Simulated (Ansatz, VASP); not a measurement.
## BAs in VASP and in Ansatz

The input INCAR:

```
SYSTEM = BAs
PREC = Accurate
ENCUT = 520
EDIFF = 1E-8
ISMEAR = -1
SIGMA = 0.03
LREAL = .False.
LASPH = .True.
NELM = 80
ALGO = Normal
ISIF = 2
LWAVE = .False.
LCHARG = .False.
GGA = PE
LEFG = .True.
NBANDS = 11
```

The input KPOINTS:

```
regular mesh
0
Gamma
  15 15 15
  0 0 0
```

POSCAR

```
BAs
1.0
    0.0000000000      2.3562190158      2.3562190158
    2.3562190158      0.0000000000      2.3562190158
    2.3562190158      2.3562190158      0.0000000000
B As
1 1
Direct
    0.0000000000      0.0000000000      0.0000000000
    0.7500000000      0.7500000000      0.7500000000
```

Input for Ansatz:

```yaml
crystal:
  lattice:
    - [0.0, 2.3562190158, 2.3562190158]
    - [2.3562190158, 0.0, 2.3562190158]
    - [2.3562190158, 2.3562190158, 0.0]
  atoms:
    - { symbol: B, position: [0.0, 0.0, 0.0] }
    - { symbol: As, position: [0.75, 0.75, 0.75] }
kpoints:
  mp_grid: { grid: [15, 15, 15] }
scf:
  occupations: { method: fermi_dirac, width: 0.03 }
hamiltonian:
  xc: pbe
  pseudopotentials: { kind: paw }
output:
  forces: true
  stress: true
  eigenvalues: true
  efg: { contact_densities: true }
```

Change from the starting cell: volume scaled by 0.96, PAW files.

Alike in both runs: task electric field gradients; functional PBE; k mesh 15 × 15 × 15; occupations fermi-dirac, width 0.03 eV; no spin polarisation.

|  | VASP | Ansatz |
| --- | --- | --- |
| version | VASP 6.6.1 | Ansatz 0.2.0 |
| potentials or method | VASP PAW PBE potentials, release 64 (B, As) | PAW with Ansatz's default frozen-core files, scalar-relativistic |
| plane-wave cutoff (eV) | 520 | 420 |
| valence electrons in the cell | 8 | 18 |

Ansatz gave:

- gap on the k mesh at the Fermi level (eV): 1.14
- pressure (GPa): 9.1
- Vzz of the field gradient on the site that differs most (V/Å²): 0.0

Q: Which values does VASP return?

A: gap on the k mesh at the Fermi level (eV): 1.13; pressure (GPa): 9.9; Vzz of the field gradient on the site that differs most (V/Å²): 0.0.

The two sets of potentials don't hold the same shells in valence.

Caveats: an odd mesh through Γ misses points on the zone boundary, where band edges often lie.
